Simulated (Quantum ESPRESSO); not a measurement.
Crystal: Ta2N.

```
Ta N
1.0
     3.11286    0.00000    0.00000
    -1.55643    2.69582    0.00000
     0.00000    0.00000    4.86984
Ta N
2 1
Cartesian
  0.0000 1.7972 1.2404
  1.5564 0.8986 3.6294
  0.0000 0.0000 0.0000
```

The cell comes from a database or a generator and needn't be the stable form of this composition.

Base run:

| Property | Result |
| --- | --- |
| Program | Quantum ESPRESSO 7.5 |
| Functional | PBEsol |
| Potentials or basis | GBRV 1.5 PBEsol |
| Cutoff | 762 eV |
| Density cutoff | 6095 eV |
| k mesh | 10 × 10 × 6 |
| Occupations | fermi-dirac, width 0.05 eV |
| Spin | no spin polarisation |
| Hubbard terms | Ta d U = 5 eV |

Its results: band gap on the k mesh none (metal or under the smearing width); pressure -17.2 GPa; largest force 0.352 eV/Å.

Question: The run is repeated on the same cell with these changes: hubbard terms from Ta d U = 5 eV to Ta d U = 3 eV. What comes out?

Answer: Band gap on the k mesh none (metal or under the smearing width); pressure -13.9 GPa; largest force 0.316 eV/Å.

Caveats: U without spin polarisation on a metal has little footing.
